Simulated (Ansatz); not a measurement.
The calculation used Ansatz 0.2.0, DFT PBE, scalar-relativistic, plane waves, PAW. All cells share a 420 eV cutoff and Γ-centred k meshes spaced at most about 0.3 Å⁻¹ (about 0.25 or finer for metals, 2π included). No spin polarisation.

These are static total energies at zero pressure.

Two forms of SbSe5 were relaxed alike.

A.

```cif
data_structure
_symmetry_space_group_name_H-M 'R-3m:H'
_symmetry_Int_Tables_number 166
_cell_length_a 7.4907
_cell_length_b 7.4907
_cell_length_c 10.8857
_cell_angle_alpha 90.000
_cell_angle_beta 90.000
_cell_angle_gamma 120.000
_cell_volume 528.98
loop_
_atom_site_label
_atom_site_type_symbol
_atom_site_symmetry_multiplicity
_atom_site_Wyckoff_symbol
_atom_site_fract_x
_atom_site_fract_y
_atom_site_fract_z
_atom_site_occupancy
Sb1 Sb 3 b 0.33333 0.66667 0.16667 1
Se1 Se 9 e 0.16667 0.33333 0.33333 1
Se2 Se 6 c 0.33333 0.66667 0.86270 1
```

B.

```cif
data_structure
_symmetry_space_group_name_H-M 'C2/m'
_symmetry_Int_Tables_number 12
_cell_length_a 8.0920
_cell_length_b 5.5759
_cell_length_c 8.7666
_cell_angle_alpha 90.000
_cell_angle_beta 115.765
_cell_angle_gamma 90.000
_cell_volume 356.23
loop_
_atom_site_label
_atom_site_type_symbol
_atom_site_symmetry_multiplicity
_atom_site_Wyckoff_symbol
_atom_site_fract_x
_atom_site_fract_y
_atom_site_fract_z
_atom_site_occupancy
Sb1 Sb 2 c 0.00000 0.00000 0.50000 1
Se1 Se 8 j 0.85781 0.25762 0.71910 1
Se2 Se 2 a 0.00000 0.00000 0.00000 1
```

Question: Which would you expect to be lower, and how large is the difference?

Answer: A is lower, by 44 meV/atom. A has space group R-3m (No. 166), 29.4 Å³/atom and no gap on its mesh; B has space group C2/m (No. 12), 29.7 Å³/atom and no gap. Counting Se atoms around Sb (those within 1.25 times the shortest such distance or 1.15 times the sum of covalent radii; a plus sign parts nearer from farther groups), A has Sb 6+2 and B has Sb 8. A holds Se–Se nets (shortest 2.63 Å); in B the shortest Se–Se distance is 2.64 Å, near bonding range too. Even the lower one lies +0.11 eV/atom against the reference forms of the elements (uncorrected), so neither is stable at this level. In A, around Sb lie 6 Se at 2.82 Å and 2 Se at 3.31 Å; Se on a site of symmetry 2/m is surrounded by 2 Se at 2.63 Å and 2 Sb at 2.82 Å; Se on a site of symmetry 3m is surrounded by 3 Se at 2.63 Å and 1 Sb at 3.31 Å. In B, around Sb lie 8 Se at 3.00–3.01 Å; around Se on a site of symmetry 1 lie 2 Se at 2.64–2.70 Å, 1 Se at 2.87 Å, 2 Sb at 3.00–3.01 Å and 1 Se at 3.46 Å; Se on a site of symmetry 2/m has 4 Se at 2.64 Å. Both come from invented guesses. The lowest form computed isn't among them: it has space group P-3m1 (No. 164), 28.1 Å³/atom and lies 94 meV/atom below the best shown.

Spin–orbit coupling, which can matter for Sb, is left out. In R-3m, C2/m an odd number of electrons in the primitive cell allows no gap without spin; a larger cell or a magnetic state could open one. Cells relaxed within their symmetry can be saddle points. Some structure types and database cells were kept out of the candidates from the start, so a known form may be missing.

Form A's advantage of 44 meV/atom probably comes mainly from Sb–Se bonding. Six contacts at 2.82 Å allow better Sb p–Se p overlap than B's eight at 3.00–3.01 Å, while A's two further Se at 3.31 Å can add only weakly. The shortest Se–Se distances are nearly equal in the two forms, so they hardly explain the order.

Those Se–Se contacts do suggest why both forms are poor. They are much longer than a normal Se–Se single bond, and some Se atoms have three or four such neighbours. Selenium normally completes its octet with two short covalent bonds and keeps its lone pairs; in these nets the electrons are instead spread over stretched, partly antibonding contacts.

The P-3m1 form recovers most of the energy deficit but still ends slightly above the elements. Since Sb2Se3 is a well-known stable compound, decomposition into it and selenium is a stricter test than the elemental reference, and SbSe5 would fare worse there. The ranking therefore compares two unfavourable bonding patterns and doesn't point to a likely phase.
